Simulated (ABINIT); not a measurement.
**AlAs (F-43m): G0W0 in ABINIT against the bands in the self-energy**

Wanted: the cheapest bands in the self-energy that holds the gap of AlAs (F-43m).

Main program and level: ABINIT 10.8.3; PBE and many-body steps on it, plane waves.

### 1. The starting structure

Symmetry: F-43m, No. 216, cubic system. The conventional cell has a = 5.661 Å, b = 5.661 Å, c = 5.661 Å, α = 90.00°, β = 90.00°, γ = 90.00°. Nearest to Al lie 4 As at 2.45 Å. Nearest to As lie 4 Al at 2.45 Å. Farther neighbours are not listed.

The cell and positions come from the Crystallography Open Database and are kept as given unless a step says otherwise.

### 2. Screening, 4×4×4 mesh, 300 bands, screening to 272.1 eV

This step: ABINIT 10.8.3; RPA screening on PBE, plane waves, norm-conserving pseudopotentials.

The RPA dielectric matrix is built and inverted for each q.

run.abi

```
acell 3*1.0 Angstrom
rprim 
  -0.000000000000 2.830400000000 2.830400000000
  2.830400000000 0.000000000000 2.830400000000
  2.830400000000 2.830400000000 0.000000000000
ntypat 2
znucl 13 33
natom 2
typat 1 2
xred 
  0.000000000000 0.000000000000 0.000000000000
  0.250000000000 0.250000000000 0.250000000000
pp_dirpath "pseudos"
pseudos "Al.upf, As.upf"
ecut 38
ngkpt 4 4 4
nshiftk 1
shiftk 0 0 0
kptopt 1
chksymbreak 0
istwfk *1
occopt 1
irdwfk 1
optdriver 3
nband 300
ecuteps 10
inclvkb 2
awtr 1
symchi 1
indata_prefix "in"
outdata_prefix "out"
tmpdata_prefix "tmp"
```

The run is started by

```bash
$ OMP_NUM_THREADS=1 mpirun -n 8 abinit run.abi > log
```

What it wrote:

```text
.Version 10.8.3 of ABINIT. v10.8.2 released Aug 2026.

 Symmetries : space group F-4 3 m (#216); Bravais cF (face-center cubic)
[... echo of the input left out ...]
== DATASET  1 ==================================================================
-   mpi_nproc: 8, omp_nthreads: 1 (-1 if OMP is not activated)

--- !DatasetInfo
iteration_state: {dtset: 1, }
dimensions: {natom: 2, nkpt: 8, mband: 300, nsppol: 1, nspinor: 1, nspden: 1, mpw: 3479, }
cutoff_energies: {ecut:  38.0, pawecutdg:  -1.0, }
electrons: {nelect:   1.80000000E+01, charge:   0.00000000E+00, occopt:   1.00000000E+00, tsmear:   1.00000000E-02, }

 SCREENING: Calculation of the susceptibility and dielectric matrices

 Based on a program developped by R.W. Godby, V. Olevano, G. Onida, and L. Reining.
 Incorporated in ABINIT by V. Olevano, G.-M. Rignanese, and M. Torrent.
.Using double precision arithmetic ; gwpc =  8

[... cell and pseudopotentials left out ...]
--------------------------------------------------------------------------------

 ==== K-mesh for the wavefunctions ====
 Number of points in the irreducible wedge :     8
[... list of points left out ...]
 Together with 24 symmetry operations and time-reversal symmetry
 yields    64 points in the full Brillouin Zone.

 ==== Q-mesh for the screening function ====
 Number of points in the irreducible wedge :     8
[... list of points left out ...]
 Together with 24 symmetry operations and time-reversal symmetry
 yields    64 points in the full Brillouin Zone.

 setmesh: FFT mesh size selected  =    32x   32x   32
          total number of points  =        32768

 vcoul_init : cutoff-mode = AUXILIARY_FUNCTION
 q-points for optical limit:   1
     1)      0.000010    0.000020    0.000030

- screening: taking advantage of time-reversal symmetry
- Maximum band index for partially occupied states nbvw = 9
- Remaining bands to be divided among processors   nbcw = 291
- Number of bands treated by each node ~36

 Number of electrons calculated from density =   18.0000; Expected =   18.0000
 average of density, n =  0.058817
 r_s =    1.5952
 omega_plasma =   23.3941 [eV]

 calculating chi0 at frequencies [eV] :
  1    0.000000E+00    0.000000E+00
  2    0.000000E+00    2.339413E+01

--------------------------------------------------------------------------------
  q-point number  1        q = ( 0.000000, 0.000000, 0.000000) [r.l.u.]
--------------------------------------------------------------------------------
[... chi0 elements left out ...]
 For q-point:  0.000010 0.000020 0.000030
  dielectric constant =  14.2882
  dielectric constant without local fields =  16.0201

  Average fulfillment of the sum rule on Im[epsilon] for q-point    1 :    109.64  [%]
[... wings left out ...]
  q-point number  2        q = ( 0.250000, 0.000000, 0.000000) [r.l.u.]
--------------------------------------------------------------------------------
[... chi0 elements left out ...]
  Average fulfillment of the sum rule on Im[epsilon] for q-point    2 :    126.54  [%]

 [... 6 further q-points ...]
```

Wall time 22 s (8 MPI ranks of AMD EPYC 9R45, shared host); peak memory 2.5 GiB.

Numbers from this step:

```yaml
eps_infinity_with_local_fields_on_this_mesh_along_the_program_s_q_direction: 14.29
the_same_without_local_fields: 16.02
plasma_frequency: 23.39 eV
plane_waves_in_the_screening_matrix: 459
```

Local fields lower ε∞ by 11 %. On a Γ-centred mesh this coarse the value itself is usually too large, while a short band sum pulls it down.

### 3. 17 bands

This step: G0W0 on PBE, plane waves, norm-conserving pseudopotentials.

run.abi: that of step 2 with these lines changed.

```diff
@@ -23,8 +23,17 @@
 irdwfk 1
-optdriver 3
-nband 300
+optdriver 4
+nband 17
+gwcalctyp 0
+ecutsigx 38
+symsigma 1
+nkptgw 2
+kptgw 
+  0.0000000000 0.0000000000 0.0000000000
+  0.5000000000 0.5000000000 0.0000000000
+bdgw 
+  7 13
+  8 11
 ecuteps 10
-inclvkb 2
-awtr 1
-symchi 1
+irdscr 1
+ppmodel 1
 indata_prefix "in"
```

What it wrote:

```text
.Version 10.8.3 of ABINIT. v10.8.2 released Aug 2026.

 Symmetries : space group F-4 3 m (#216); Bravais cF (face-center cubic)
[... echo of the input left out ...]
== DATASET  1 ==================================================================
-   mpi_nproc: 8, omp_nthreads: 1 (-1 if OMP is not activated)

--- !DatasetInfo
iteration_state: {dtset: 1, }
dimensions: {natom: 2, nkpt: 8, mband: 17, nsppol: 1, nspinor: 1, nspden: 1, mpw: 3479, }
cutoff_energies: {ecut:  38.0, pawecutdg:  -1.0, }
electrons: {nelect:   1.80000000E+01, charge:   0.00000000E+00, occopt:   1.00000000E+00, tsmear:   1.00000000E-02, }

 SIGMA: Calculation of the GW corrections

 Based on a program developped by R.W. Godby, V. Olevano, G. Onida, and L. Reining.
 Incorporated in ABINIT by V. Olevano, G.-M. Rignanese, and M. Torrent.
.Using double precision arithmetic ; gwpc =  8

[... cell and pseudopotentials left out ...]
--------------------------------------------------------------------------------

 ==== K-mesh for the wavefunctions ====
 Number of points in the irreducible wedge :     8
[... list of points left out ...]
 Together with 24 symmetry operations and time-reversal symmetry
 yields    64 points in the full Brillouin Zone.

 ==== Q-mesh for screening function ====
 Number of points in the irreducible wedge :     8
[... list of points left out ...]
 Together with 24 symmetry operations and time-reversal symmetry
 yields    64 points in the full Brillouin Zone.

 vcoul_init : cutoff-mode = AUXILIARY_FUNCTION
 q-points for optical limit:   1
     1)      0.000010    0.000020    0.000030
 setmesh: FFT mesh size selected  =    45x   45x   45
          total number of points  =        91125

 Number of electrons calculated from density =   18.0000; Expected =   18.0000
 average of density, n =  0.058817
 r_s =    1.5952
 omega_plasma =   23.3941 [eV]

 === KS Band Gaps ===
  >>>> For spin  1
   Minimum direct gap =   2.0450 [eV], located at k-point      :   0.0000  0.0000  0.0000
   Fundamental gap    =   1.4364 [eV], Top of valence bands at :   0.0000  0.0000  0.0000
                                       Bottom of conduction at :   0.5000  0.5000  0.0000
 SIGMA fundamental parameters:
 PLASMON POLE MODEL  1
 number of plane-waves for SigmaX                 3479
 number of plane-waves for SigmaC and W            459
 number of plane-waves for wavefunctions          3479
 number of bands                                    17
 number of independent spin polarizations            1
 number of spinorial components                      1
 number of k-points in IBZ                           8
 number of q-points in IBZ                           8
 number of symmetry operations                      24
 number of k-points in BZ                           64
 number of q-points in BZ                           64
 number of frequencies for dSigma/dE                 9
 frequency step for dSigma/dE [eV]                0.25
 number of omega for Sigma on real axis              0
 max omega for Sigma on real axis  [eV]           0.00
 zcut for avoiding poles [eV]                     0.10

 EPSILON^-1 parameters (SCR file):
 dimension of the eps^-1 matrix on file            459
 dimension of the eps^-1 matrix used               459
 number of plane-waves for wavefunctions          3479
 number of bands                                   300
 number of q-points in IBZ                           8
 number of frequencies                               2
 number of real frequencies                          1
 number of imag frequencies                          1

 matrix elements of self-energy operator (all in [eV])

 Perturbative Calculation

--- !SelfEnergy_ee
iteration_state: {dtset: 1, }
kpoint     : [   0.000,    0.000,    0.000, ]
spin       : 1
KS_gap     :    2.045
QP_gap     :    3.029
Delta_QP_KS:    0.984
data: !SigmaeeData |
     Band     E0 <VxcDFT>   SigX SigC(E0)      Z dSigC/dE  Sig(E)    E-E0       E
        7   3.572 -12.480 -15.265   2.862   0.799  -0.251 -12.418   0.062   3.634
        8   3.572 -12.480 -15.265   2.862   0.799  -0.251 -12.418   0.062   3.634
        9   3.572 -12.480 -15.265   2.862   0.799  -0.251 -12.418   0.062   3.634
       10   5.617 -11.505  -7.571  -2.638   0.807  -0.239 -10.459   1.046   6.663
       11   7.866  -9.416  -4.854  -3.065   0.803  -0.245  -8.214   1.202   9.068
       12   7.866  -9.416  -4.854  -3.065   0.803  -0.245  -8.214   1.202   9.068
       13   7.866  -9.416  -4.854  -3.065   0.803  -0.245  -8.214   1.202   9.068

--- !SelfEnergy_ee
iteration_state: {dtset: 1, }
kpoint     : [   0.500,    0.500,    0.000, ]
spin       : 1
KS_gap     :    3.609
QP_gap     :    4.553
Delta_QP_KS:    0.944
data: !SigmaeeData |
     Band     E0 <VxcDFT>   SigX SigC(E0)      Z dSigC/dE  Sig(E)    E-E0       E
        8   1.400 -11.214 -14.603   3.099   0.782  -0.278 -11.441  -0.227   1.173
        9   1.400 -11.214 -14.603   3.099   0.782  -0.278 -11.441  -0.227   1.173
       10   5.009  -8.299  -4.581  -2.836   0.814  -0.228  -7.581   0.717   5.726
       11   5.873  -8.962  -5.073  -2.707   0.814  -0.229  -8.001   0.962   6.835

== END DATASET(S) ==============================================================
================================================================================

 -outvars: echo values of variables after computation  --------
           etotal      0.0000000000E+00
            nband          17
             nkpt           8
          spgroup         216
 [... the other variables as echoed above ...]

 Calculation completed.
```

The job ended after 4 s (8 MPI ranks; peak memory 1.9 GiB; 30 s of CPU time).

Numbers from this step:

| Quantity | Value |
| --- | --- |
| G0W0 gap on the points computed | 2.092 eV |
| starting gap on the mesh | 1.436 eV |
| k of the valence top | 0, 0, 0 |
| k of the conduction bottom | 0.5, 0.5, 0 |
| Z at the valence top | 0.799 |
| Z at the conduction bottom | 0.814 |
| least direct G0W0 gap on the computed points | 3.029 eV |

### 4. 18 bands

run.abi: that of step 3 with these lines changed.

```diff
@@ -24,3 +24,3 @@
 optdriver 4
-nband 17
+nband 18
 gwcalctyp 0
```

What it wrote:

```text
.Version 10.8.3 of ABINIT. v10.8.2 released Aug 2026.

 Symmetries : space group F-4 3 m (#216); Bravais cF (face-center cubic)
[... echo of the input left out ...]
== DATASET  1 ==================================================================
-   mpi_nproc: 8, omp_nthreads: 1 (-1 if OMP is not activated)

--- !DatasetInfo
iteration_state: {dtset: 1, }
dimensions: {natom: 2, nkpt: 8, mband: 18, nsppol: 1, nspinor: 1, nspden: 1, mpw: 3479, }
cutoff_energies: {ecut:  38.0, pawecutdg:  -1.0, }
electrons: {nelect:   1.80000000E+01, charge:   0.00000000E+00, occopt:   1.00000000E+00, tsmear:   1.00000000E-02, }

 SIGMA: Calculation of the GW corrections

 Based on a program developped by R.W. Godby, V. Olevano, G. Onida, and L. Reining.
 Incorporated in ABINIT by V. Olevano, G.-M. Rignanese, and M. Torrent.
.Using double precision arithmetic ; gwpc =  8

[... cell and pseudopotentials left out ...]
--------------------------------------------------------------------------------

 ==== K-mesh for the wavefunctions ====
 Number of points in the irreducible wedge :     8
[... list of points left out ...]
 Together with 24 symmetry operations and time-reversal symmetry
 yields    64 points in the full Brillouin Zone.

 ==== Q-mesh for screening function ====
 Number of points in the irreducible wedge :     8
[... list of points left out ...]
 Together with 24 symmetry operations and time-reversal symmetry
 yields    64 points in the full Brillouin Zone.

 vcoul_init : cutoff-mode = AUXILIARY_FUNCTION
 q-points for optical limit:   1
     1)      0.000010    0.000020    0.000030
 setmesh: FFT mesh size selected  =    45x   45x   45
          total number of points  =        91125

 Number of electrons calculated from density =   18.0000; Expected =   18.0000
[...]
number of omega for Sigma on real axis              0
 max omega for Sigma on real axis  [eV]           0.00
 zcut for avoiding poles [eV]                     0.10

 EPSILON^-1 parameters (SCR file):
 dimension of the eps^-1 matrix on file            459
 dimension of the eps^-1 matrix used               459
 number of plane-waves for wavefunctions          3479
 number of bands                                   300
 number of q-points in IBZ                           8
 number of frequencies                               2
 number of real frequencies                          1
 number of imag frequencies                          1

 matrix elements of self-energy operator (all in [eV])

 Perturbative Calculation

--- !SelfEnergy_ee
iteration_state: {dtset: 1, }
kpoint     : [   0.000,    0.000,    0.000, ]
spin       : 1
KS_gap     :    2.045
QP_gap     :    3.008
Delta_QP_KS:    0.963
data: !SigmaeeData |
     Band     E0 <VxcDFT>   SigX SigC(E0)      Z dSigC/dE  Sig(E)    E-E0       E
        7   3.572 -12.480 -15.265   2.736   0.797  -0.255 -12.519  -0.039   3.533
        8   3.572 -12.480 -15.265   2.736   0.797  -0.255 -12.519  -0.039   3.533
        9   3.572 -12.480 -15.265   2.736   0.797  -0.255 -12.519  -0.039   3.533
[...]
--- !SelfEnergy_ee
iteration_state: {dtset: 1, }
kpoint     : [   0.500,    0.500,    0.000, ]
spin       : 1
KS_gap     :    3.609
QP_gap     :    4.554
Delta_QP_KS:    0.945
data: !SigmaeeData |
     Band     E0 <VxcDFT>   SigX SigC(E0)      Z dSigC/dE  Sig(E)    E-E0       E
[...]
10   5.009  -8.299  -4.581  -2.921   0.813  -0.231  -7.652   0.647   5.655
       11   5.873  -8.962  -5.073  -2.817   0.811  -0.232  -8.093   0.870   6.743

== END DATASET(S) ==============================================================
================================================================================

 -outvars: echo values of variables after computation  --------
           etotal      0.0000000000E+00
            nband          18
             nkpt           8
          spgroup         216
 [... the other variables as echoed above ...]

 Calculation completed.
```

Wall time 3.9 s (8 MPI ranks); peak memory 1.9 GiB.

This step gave:

* G0W0 gap on the points computed: 2.122 eV
* starting gap on the mesh: 1.436 eV
* k of the valence top: 0, 0, 0
* k of the conduction bottom: 0.5, 0.5, 0
* Z at the valence top: 0.797
* Z at the conduction bottom: 0.813
* least direct G0W0 gap on the computed points: 3.008 eV

### 5. 35 bands

run.abi: that of step 4 with these lines changed.

```diff
@@ -24,3 +24,3 @@
 optdriver 4
-nband 18
+nband 35
 gwcalctyp 0
```

What it wrote:

```text
.Version 10.8.3 of ABINIT. v10.8.2 released Aug 2026.

 Symmetries : space group F-4 3 m (#216); Bravais cF (face-center cubic)
[... echo of the input left out ...]
== DATASET  1 ==================================================================
-   mpi_nproc: 8, omp_nthreads: 1 (-1 if OMP is not activated)

--- !DatasetInfo
iteration_state: {dtset: 1, }
dimensions: {natom: 2, nkpt: 8, mband: 35, nsppol: 1, nspinor: 1, nspden: 1, mpw: 3479, }
cutoff_energies: {ecut:  38.0, pawecutdg:  -1.0, }
electrons: {nelect:   1.80000000E+01, charge:   0.00000000E+00, occopt:   1.00000000E+00, tsmear:   1.00000000E-02, }

 SIGMA: Calculation of the GW corrections

 Based on a program developped by R.W. Godby, V. Olevano, G. Onida, and L. Reining.
 Incorporated in ABINIT by V. Olevano, G.-M. Rignanese, and M. Torrent.
.Using double precision arithmetic ; gwpc =  8

[... cell and pseudopotentials left out ...]
--------------------------------------------------------------------------------

 ==== K-mesh for the wavefunctions ====
 Number of points in the irreducible wedge :     8
[... list of points left out ...]
 Together with 24 symmetry operations and time-reversal symmetry
 yields    64 points in the full Brillouin Zone.

 ==== Q-mesh for screening function ====
 Number of points in the irreducible wedge :     8
[... list of points left out ...]
 Together with 24 symmetry operations and time-reversal symmetry
 yields    64 points in the full Brillouin Zone.

 vcoul_init : cutoff-mode = AUXILIARY_FUNCTION
 q-points for optical limit:   1
     1)      0.000010    0.000020    0.000030
 setmesh: FFT mesh size selected  =    45x   45x   45
          total number of points  =        91125

 Number of electrons calculated from density =   18.0000; Expected =   18.0000
[...]
number of omega for Sigma on real axis              0
 max omega for Sigma on real axis  [eV]           0.00
 zcut for avoiding poles [eV]                     0.10

 EPSILON^-1 parameters (SCR file):
 dimension of the eps^-1 matrix on file            459
 dimension of the eps^-1 matrix used               459
 number of plane-waves for wavefunctions          3479
 number of bands                                   300
 number of q-points in IBZ                           8
 number of frequencies                               2
 number of real frequencies                          1
 number of imag frequencies                          1

 matrix elements of self-energy operator (all in [eV])

 Perturbative Calculation

--- !SelfEnergy_ee
iteration_state: {dtset: 1, }
kpoint     : [   0.000,    0.000,    0.000, ]
spin       : 1
KS_gap     :    2.045
QP_gap     :    3.049
Delta_QP_KS:    1.004
data: !SigmaeeData |
     Band     E0 <VxcDFT>   SigX SigC(E0)      Z dSigC/dE  Sig(E)    E-E0       E
        7   3.572 -12.480 -15.265   1.967   0.787  -0.271 -13.123  -0.644   2.928
        8   3.572 -12.480 -15.265   1.967   0.787  -0.271 -13.123  -0.644   2.928
        9   3.572 -12.480 -15.265   1.967   0.787  -0.271 -13.123  -0.644   2.928
[...]
--- !SelfEnergy_ee
iteration_state: {dtset: 1, }
kpoint     : [   0.500,    0.500,    0.000, ]
spin       : 1
KS_gap     :    3.609
QP_gap     :    4.566
Delta_QP_KS:    0.957
data: !SigmaeeData |
     Band     E0 <VxcDFT>   SigX SigC(E0)      Z dSigC/dE  Sig(E)    E-E0       E
[...]
10   5.009  -8.299  -4.581  -3.487   0.804  -0.244  -8.114   0.185   5.194
       11   5.873  -8.962  -5.073  -3.474   0.801  -0.248  -8.630   0.333   6.206

== END DATASET(S) ==============================================================
================================================================================

 -outvars: echo values of variables after computation  --------
           etotal      0.0000000000E+00
            nband          35
             nkpt           8
          spgroup         216
 [... the other variables as echoed above ...]

 Calculation completed.
```

The job ended after 5.1 s (8 MPI ranks; peak memory 1.9 GiB; 39 s of CPU time).

Numbers from this step:

```yaml
g0w0_gap_on_the_points_computed: 2.266 eV
starting_gap_on_the_mesh: 1.436 eV
k_of_the_valence_top: 0, 0, 0
k_of_the_conduction_bottom: 0.5, 0.5, 0
z_at_the_valence_top: 0.787
z_at_the_conduction_bottom: 0.804
least_direct_g0w0_gap_on_the_computed_points: 3.049 eV
```

(Part 1 of 2 ends here.)

[Paths, hosts, dates, memory and timing lines, banners, echoed tables and standing remarks are left out of the program output.]

[Logs are printed without paths, hosts, clocks, repeated set-up lines and the standing remarks that a program may print on its own settings, such as how far it seeks lower states.]

[Runs of the session that timed out or met a known fault of the program may be left out.]

[Hosts, paths, dates, database ids (printed as entryN), source tags and the programs' standing remarks are cut or masked in the printed files.]

[G0W0 gaps are taken among the corrected bands and points alone; a level outside them can change the order at an edge.]

[Where Ansatz stands beside ABINIT at settings called matched, ABINIT's density can come from a denser mesh and the files from another edition; pairs whose starting gaps differed by over 0.03 eV were left out, so agreement reads better than it is.]
